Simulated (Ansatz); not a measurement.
# A C vacancy in 4H-SiC, 95 atoms, charge +2 (h site)

All numbers come from Ansatz (PAW, plane waves, no spin–orbit coupling) at the single k point (¼, ¼, ¼) without its symmetry partners. The atoms were relaxed with PBEsol in a fixed cell; other functionals are single points on those atoms unless said otherwise. The valence top and gap of the host come from its small cell on a dense mesh, with the band extrema sought between the mesh points, lined up by the mean potential, PBEsol gap 2.12 eV, r²SCAN gap 2.60 eV. The charge correction uses an assumed dielectric constant of 9.7.

Cell: a = 9.234 Å, b = 10.663 Å, c = 10.076 Å, α = 90.00°, β = 90.00°, γ = 90.00°.

Nearest atoms after relaxation, from the placed atom (for vacancies from the middle of the vacant sites): Si at 1.98 Å, Si at 1.99 Å, Si at 2.00 Å, Si at 2.01 Å, C at 3.06 Å, C at 3.07 Å, C at 3.07 Å, C at 3.07 Å.

Chemical potentials μ are those of reference phases of the elements at zero temperature by the same functional (the usual solids, diamond for C, grey Sn, and the molecules H2, N2, O2, F2, Cl2, Br2 and S8).

```
functional  E(defect) − E(host) − Σ nμ + q·E_VBM (eV)  monopole (eV)  alignment (eV)  formation energy at E_F = VBM (eV)  moment (μB)              wall time, shared host
    PBEsol                                       1.71           0.84           -0.32                                2.23          0.0  7.1 s on NVIDIA GB300 (relaxation)
    r²SCAN                                       1.97           0.84           -0.30                                2.51          0.0                 8 s on NVIDIA GB300
```

r²SCAN one-electron levels near the gap (the ten most localised at most), from the host's valence top, not corrected for the charge's images:

```csv
level (eV),spin,filling,atoms sharing it,element of the atom with most weight
-0.15,up,1.00,58.9,spread
-0.15,down,1.00,58.9,spread
2.06,up,0.00,10.3,Si
2.06,down,0.00,10.3,Si
2.25,up,0.00,12.0,Si
2.25,down,0.00,12.0,Si
2.36,up,0.00,12.6,Si
2.36,down,0.00,12.6,Si
```

All elements are taken at their own reference at once; growth conditions in equilibrium with the host shift these energies, by up to the host's formation enthalpy.

One k point and a cell of this size can leave errors of several tenths of an eV in such numbers.
